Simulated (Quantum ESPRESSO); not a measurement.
# CuO (F-43m) in Quantum ESPRESSO: reference runs, part 2 of 2

Quantum ESPRESSO 7.5. The steps go on from the part before.

## (5) Single point, PBE, 12.10 Å³/atom

pw.in reads:

```
&CONTROL
  calculation = 'scf'
  prefix = 'pwscf'
  outdir = './tmp'
  pseudo_dir = './pseudo'
  tprnfor = .true.
  tstress = .true.
  disk_io = 'nowf'
/
&SYSTEM
  ibrav = 0
  nat = 2
  ntyp = 2
  ecutwfc = 55
  ecutrho = 440
  nbnd = 15
  occupations = 'smearing'
  smearing = 'fd'
  degauss = 0.00367493
/
&ELECTRONS
  conv_thr = 4d-10
  electron_maxstep = 120
  mixing_beta = 0.5
/
ATOMIC_SPECIES
Cu    63.5460 Cu.paw.z_11.ld1.psl.v1.0.0-low.upf
O     15.9990 O.pbe-n-kjpaw_psl.0.1.UPF
CELL_PARAMETERS angstrom
   0.0000000000    2.2957995131    2.2957995131
   2.2957995131    0.0000000000    2.2957995131
   2.2957995131    2.2957995131    0.0000000000
ATOMIC_POSITIONS crystal
Cu     0.0000000000    0.0000000000    0.0000000000
O      0.2500000000    0.2500000000    0.2500000000
K_POINTS automatic
10 10 10 0 0 0
```

Potentials or basis: SSSP 1.3 efficiency PBE.

On the command line:

```console
> OMP_NUM_THREADS=1 pw.x -in pw.in > pw.out
```

pw.out:

```text
This program is part of the open-source Quantum ESPRESSO suite
     for quantum simulation of materials; please cite
         "P. Giannozzi et al., J. Phys.:Condens. Matter 21 395502 (2009);
         "P. Giannozzi et al., J. Phys.:Condens. Matter 29 465901 (2017);
         "P. Giannozzi et al., J. Chem. Phys. 152 154105 (2020);
     in publications or presentations arising from this work. More details at

     file Cu.paw.z_11.ld1.psl.v1.0.0-low.upf: wavefunction(s)  4S 3D renormalized
     file O.pbe-n-kjpaw_psl.0.1.UPF: wavefunction(s)  2P renormalized
     Message from routine setup:
     using ibrav=0 with symmetry is DISCOURAGED, use correct ibrav instead

     G-vector sticks info
     --------------------
     sticks:   dense  smooth     PW     G-vecs:    dense   smooth      PW
     Sum        1147     583    187                25509     9089    1639

     Using Slab Decomposition

     bravais-lattice index     =            0
     lattice parameter (alat)  =       6.1355  a.u.
     unit-cell volume          =     163.3159 (a.u.)^3
     number of atoms/cell      =            2
     number of atomic types    =            2
     number of electrons       =        17.00
     number of Kohn-Sham states=           15
     kinetic-energy cutoff     =      55.0000  Ry
     charge density cutoff     =     440.0000  Ry
     scf convergence threshold =      4.0E-10
     mixing beta               =       0.5000
     number of iterations used =            8  plain     mixing
     Exchange-correlation= SLA  PW   PBX  PBC
                           (   1   4   3   4   0   0   0)

     celldm(1)=   6.135470  celldm(2)=   0.000000  celldm(3)=   0.000000
     celldm(4)=   0.000000  celldm(5)=   0.000000  celldm(6)=   0.000000

     crystal axes: (cart. coord. in units of alat)
               a(1) = (   0.000000   0.707107   0.707107 )
               a(2) = (   0.707107   0.000000   0.707107 )
               a(3) = (   0.707107   0.707107   0.000000 )

     reciprocal axes: (cart. coord. in units 2 pi/alat)
               b(1) = ( -0.707107  0.707107  0.707107 )
               b(2) = (  0.707107 -0.707107  0.707107 )
               b(3) = (  0.707107  0.707107 -0.707107 )

     PseudoPot. # 1 for Cu read from file:
     Cu.paw.z_11.ld1.psl.v1.0.0-low.upf
     Pseudo is Projector augmented-wave + core cor, Zval = 11.0
     Generated using &quot;atomic&quot; code by A. Dal Corso  v.6.3MaX
     Shape of augmentation charge: PSQ
[... 22 lines left out ...]
     Cu               11.00    63.54600     Cu( 1.00)
     O                 6.00    15.99900     O ( 1.00)

     24 Sym. Ops. (no inversion) found

   Cartesian axes

     site n.     atom                  positions (alat units)
         1        Cu     tau(   1) = (   0.0000000   0.0000000   0.0000000  )
         2        O      tau(   2) = (   0.3535534   0.3535534   0.3535534  )

     number of k points=    47  Fermi-Dirac smearing, width (Ry)=  0.0037
                       cart. coord. in units 2pi/alat
        k(    1) = (   0.0000000   0.0000000   0.0000000), wk =   0.0020000
        k(    2) = (   0.0707107   0.0707107  -0.0707107), wk =   0.0160000
        k(    3) = (   0.1414214   0.1414214  -0.1414214), wk =   0.0160000
        k(    4) = (   0.2121320   0.2121320  -0.2121320), wk =   0.0160000
        k(    5) = (   0.2828427   0.2828427  -0.2828427), wk =   0.0160000
        k(    6) = (  -0.3535534  -0.3535534   0.3535534), wk =   0.0080000
[... 39 lines left out ...]
        k(   46) = (  -0.0707107  -0.3535534   0.6363961), wk =   0.0480000
        k(   47) = (  -0.7071068   0.2828427   0.0000000), wk =   0.0240000

     Dense  grid:    25509 G-vectors     FFT dimensions: (  45,  45,  45)

     Smooth grid:     9089 G-vectors     FFT dimensions: (  30,  30,  30)

     Initial potential from superposition of free atoms

     starting charge      16.9998, renormalised to      17.0000
     Starting wfcs are   13 randomized atomic wfcs +    2 random wfcs

     Self-consistent Calculation

     iteration #  1     ecut=    55.00 Ry     beta= 0.50
     Davidson diagonalization with overlap
     ethr =  1.00E-02,  avg # of iterations =  5.1

     total energy              =    -254.43045565 Ry
     estimated scf accuracy    <       0.51719193 Ry
[... 57 lines left out ...]
     iteration # 10     ecut=    55.00 Ry     beta= 0.50
     Davidson diagonalization with overlap
     ethr =  6.00E-11,  avg # of iterations =  1.0

     End of self-consistent calculation

          k = 0.0000 0.0000 0.0000 (  1139 PWs)   bands (ev):

   -11.6171   2.3494   2.3494   2.3494   5.0618   5.0618   7.7369   7.7369
     7.7369   7.8690  21.0172  21.0172  21.0172  27.5977  27.6733

          k = 0.0707 0.0707-0.0707 (  1134 PWs)   bands (ev):
[... 146 lines left out ...]
   -10.8494   1.2012   3.0230   3.0230   4.8340   5.2732   5.6483   5.9121
     5.9121  12.7571  16.4979  18.4086  21.3836  21.3836  28.4472

          k = 0.2828 0.1414 0.0000 (  1118 PWs)   bands (ev):

   -11.3071   1.6904   2.4867   2.5310   4.9302   5.1290   6.5540   6.9575
     7.3567  10.4644  18.3706  19.5455  21.3943  23.2742  27.7057

          k = 0.3536 0.2121-0.0707 (  1124 PWs)   bands (ev):
[... 71 lines left out ...]
   -10.8468   1.7505   2.4099   3.0186   4.8856   5.0241   5.3862   5.5987
     6.3846  14.2665  16.3964  17.9412  18.8387  24.4427  28.7741

     the Fermi energy is     6.9781 ev

!    total energy              =    -254.68034253 Ry
     total all-electron energy =     -3460.407001 Ry
     estimated scf accuracy    <          3.7E-10 Ry
     smearing contrib. (-TS)   =      -0.00167843 Ry
     internal energy E=F+TS    =    -254.67866410 Ry

     The total energy is F=E-TS. E is the sum of the following terms:
     one-electron contribution =     -54.21143450 Ry
     hartree contribution      =      45.96571351 Ry
     xc contribution           =     -51.90832006 Ry
     ewald contribution        =     -95.15866947 Ry
     one-center paw contrib.   =     -99.36595358 Ry

     convergence has been achieved in  10 iterations

     Forces acting on atoms (cartesian axes, Ry/au):

     atom    1 type  1   force =     0.00000000    0.00000000   -0.00000000
     atom    2 type  2   force =    -0.00000000   -0.00000000    0.00000000

     Total force =     0.000000     Total SCF correction =     0.000000

     Computing stress (Cartesian axis) and pressure

          total   stress  (Ry/bohr**3)                   (kbar)     P=      -57.19
  -0.00038874  -0.00000000  -0.00000000          -57.19       -0.00       -0.00
  -0.00000000  -0.00038874   0.00000000           -0.00      -57.19        0.00
  -0.00000000   0.00000000  -0.00038874           -0.00        0.00      -57.19

=------------------------------------------------------------------------------=
   JOB DONE.
=------------------------------------------------------------------------------=
```

It took 15 s on 1 thread of Arm Neoverse V2, shared host; peak memory 0.14 GiB.

Results:

```
Free energy            : -3465.1026 eV
Pressure               : -5.7 GPa
Band gap on the k mesh : none (metal or under the smearing width)
```

Caveat: an odd number of electrons without spin polarisation forces a metal; a magnetic or distorted state may lie lower; the run has no spin polarisation, though such a crystal can be magnetic; semilocal functionals often make such compounds metallic where correlation or magnetic order opens a gap, which also shifts bond lengths.

## (6) Single point, PBE, 12.35 Å³/atom

Changes to pw.in since step 5:

```diff
@@ -29,5 +29,5 @@
 CELL_PARAMETERS angstrom
-   0.0000000000    2.2957995131    2.2957995131
-   2.2957995131    0.0000000000    2.2957995131
-   2.2957995131    2.2957995131    0.0000000000
+   0.0000000000    2.3116331135    2.3116331135
+   2.3116331135    0.0000000000    2.3116331135
+   2.3116331135    2.3116331135    0.0000000000
 ATOMIC_POSITIONS crystal
```

Potentials or basis: SSSP 1.3 efficiency PBE.

On the command line:

```console
> OMP_NUM_THREADS=1 pw.x -in pw.in > pw.out
```

Run time: 16 s. Hardware: 1 thread of Arm Neoverse V2, shared host; peak memory 0.15 GiB.

Results (log left out):

- Free energy: -3465.0822 eV
- Pressure: -7.9 GPa
- Band gap on the k mesh: none (metal or under the smearing width)

Caveat: an odd number of electrons without spin polarisation forces a metal; a magnetic or distorted state may lie lower; the run has no spin polarisation, though such a crystal can be magnetic; semilocal functionals often make such compounds metallic where correlation or magnetic order opens a gap, which also shifts bond lengths.

## (7) Single point, PBE, 12.60 Å³/atom

Changes to pw.in since step 6:

```diff
@@ -29,5 +29,5 @@
 CELL_PARAMETERS angstrom
-   0.0000000000    2.3116331135    2.3116331135
-   2.3116331135    0.0000000000    2.3116331135
-   2.3116331135    2.3116331135    0.0000000000
+   0.0000000000    2.3272527300    2.3272527300
+   2.3272527300    0.0000000000    2.3272527300
+   2.3272527300    2.3272527300    0.0000000000
 ATOMIC_POSITIONS crystal
```

On the command line:

```console
> OMP_NUM_THREADS=1 pw.x -in pw.in > pw.out
```

It took 17 s on 1 thread of Arm Neoverse V2, shared host; peak memory 0.15 GiB.

The run converged. Its results:

```yaml
Free_energy: -3465.0554 eV
Pressure: -9.8 GPa
Band_gap_on_the_k_mesh: none (metal or under the smearing width)
```

Caveat: an odd number of electrons without spin polarisation forces a metal; a magnetic or distorted state may lie lower; the run has no spin polarisation, though such a crystal can be magnetic; semilocal functionals often make such compounds metallic where correlation or magnetic order opens a gap, which also shifts bond lengths.

## (8) Single point, PBE, 12.86 Å³/atom

Changes to pw.in since step 7:

```diff
@@ -29,5 +29,5 @@
 CELL_PARAMETERS angstrom
-   0.0000000000    2.3272527300    2.3272527300
-   2.3272527300    0.0000000000    2.3272527300
-   2.3272527300    2.3272527300    0.0000000000
+   0.0000000000    2.3426654489    2.3426654489
+   2.3426654489    0.0000000000    2.3426654489
+   2.3426654489    2.3426654489    0.0000000000
 ATOMIC_POSITIONS crystal
```

On the command line:

```console
> OMP_NUM_THREADS=1 pw.x -in pw.in > pw.out
```

It took 16 s on 1 thread of Arm Neoverse V2, shared host; peak memory 0.15 GiB.

It converged, with:

```yaml
Free_energy: -3465.0228 eV
Pressure: -11.5 GPa
Band_gap_on_the_k_mesh: none (metal or under the smearing width)
```

Caveat: an odd number of electrons without spin polarisation forces a metal; a magnetic or distorted state may lie lower; the run has no spin polarisation, though such a crystal can be magnetic; semilocal functionals often make such compounds metallic where correlation or magnetic order opens a gap, which also shifts bond lengths.

## (9) Single point, PBE, 13.11 Å³/atom

Changes to pw.in since step 8:

```diff
@@ -29,5 +29,5 @@
 CELL_PARAMETERS angstrom
-   0.0000000000    2.3426654489    2.3426654489
-   2.3426654489    0.0000000000    2.3426654489
-   2.3426654489    2.3426654489    0.0000000000
+   0.0000000000    2.3578779885    2.3578779885
+   2.3578779885    0.0000000000    2.3578779885
+   2.3578779885    2.3578779885    0.0000000000
 ATOMIC_POSITIONS crystal
```

Potentials or basis: SSSP 1.3 efficiency PBE.

On the command line:

```console
> OMP_NUM_THREADS=1 pw.x -in pw.in > pw.out
```

Run time: 17 s. Hardware: 1 thread of Arm Neoverse V2, shared host; peak memory 0.15 GiB.

Results (log left out):

```
Free energy            : -3464.9852 eV
Pressure               : -13.0 GPa
Band gap on the k mesh : none (metal or under the smearing width)
```

Caveat: an odd number of electrons without spin polarisation forces a metal; a magnetic or distorted state may lie lower; the run has no spin polarisation, though such a crystal can be magnetic; semilocal functionals often make such compounds metallic where correlation or magnetic order opens a gap, which also shifts bond lengths.

## (10) Single point, PBE, 13.36 Å³/atom

Changes to pw.in since step 9:

```diff
@@ -29,5 +29,5 @@
 CELL_PARAMETERS angstrom
-   0.0000000000    2.3578779885    2.3578779885
-   2.3578779885    0.0000000000    2.3578779885
-   2.3578779885    2.3578779885    0.0000000000
+   0.0000000000    2.3728967245    2.3728967245
+   2.3728967245    0.0000000000    2.3728967245
+   2.3728967245    2.3728967245    0.0000000000
 ATOMIC_POSITIONS crystal
```

On the command line:

```console
> OMP_NUM_THREADS=1 pw.x -in pw.in > pw.out
```

Wall time 17 s (1 thread of Arm Neoverse V2, shared host); peak memory 0.15 GiB.

The run converged. Its results:

```
Free energy            : -3464.9431 eV
Pressure               : -14.4 GPa
Band gap on the k mesh : none (metal or under the smearing width)
```

Caveat: an odd number of electrons without spin polarisation forces a metal; a magnetic or distorted state may lie lower; the run has no spin polarisation, though such a crystal can be magnetic; semilocal functionals often make such compounds metallic where correlation or magnetic order opens a gap, which also shifts bond lengths.

## (11) Equation of state, PBE

No new run: the results of the series are fitted here.

Results:

| Quantity | Value |
| --- | --- |
| Equilibrium volume | 11.59 Å³/atom (rough: see the caveat) |
| Bulk modulus | 138 GPa (rough) |

Energy against volume, from the lowest point:
```
volume (Å³/atom)  energy (meV/atom)
          11.848               0.00
          12.100               6.50
          12.353              16.69
          12.605              30.10
          12.857              46.39
          13.109              65.19
          13.361              86.24
```

Caveat: the minimum lies outside the volumes run; the run has no spin polarisation, though such a crystal can be magnetic.

## (12) The runs side by side

| task | cell | gap on the mesh (eV) | pressure (GPa) |
| --- | --- | --- | --- |
| single point | as given | none | -9.8 |
| single point | atoms moved at random, drawn with an rms of 0.05 Å | none | -9.7 |
| equation of state | as given | - | - |

Alike in all rows: level PBE; potentials or basis SSSP 1.3 efficiency PBE; no spin polarisation; k mesh 10 × 10 × 10; cutoff (eV) 748; smearing fermi-dirac 0.05 eV.

Caveats: the run has no spin polarisation, though such a crystal can be magnetic; an odd number of electrons without spin polarisation forces a metal (some runs); a magnetic or distorted state may lie lower (some runs); semilocal functionals often make such compounds metallic where correlation or magnetic order opens a gap, which also shifts bond lengths (some runs); the minimum lies outside the volumes run (some runs).

Total energies depend on the potentials used, so only differences within one code and one set of settings carry meaning.
